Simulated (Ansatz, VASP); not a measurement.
**Two plane-wave programs on SiC**

```
Si C
1.0
     0.00000    2.28705    2.06924
     2.28705    0.00000    2.06924
     2.28705    2.28705    0.00000
Si C
1 1
Direct
  0.00000 0.00000 0.00000
  0.75000 0.75000 0.75000
```

Change from the starting cell: strain +0.050 along x and y, -0.050 along z, atoms carried along.

Alike in both runs: task single point; functional r2SCAN; k mesh 10 × 10 × 10; occupations gaussian, width 0.05 eV; no spin polarisation.

|  | VASP | Ansatz |
| --- | --- | --- |
| version | VASP 6.6.1 | Ansatz 0.2.0 |
| potentials or method | VASP PAW PBE potentials, release 64 (Si, C) | scalar-relativistic, plane waves, PAW |
| plane-wave cutoff (eV) | 520 | 500 |
| valence electrons in the cell | 8 | 8 |

|  | VASP | Ansatz | Ansatz less VASP |
| --- | --- | --- | --- |
| gap on the k mesh at the Fermi level (eV) | 0.81 | 0.80 | -0.008 |
| least direct gap on the mesh (eV) | 4.90 | 4.89 | -0.012 |
| pressure (GPa) | -10.4 | -10.3 | +0.13 |
| largest component of the traceless stress (GPa) | 15.22 | 15.15 | -0.070 |

Caveats: the PAW data sets were made with another functional, which shifts forces and pressure a little (VASP). A k mesh can miss the band edges.
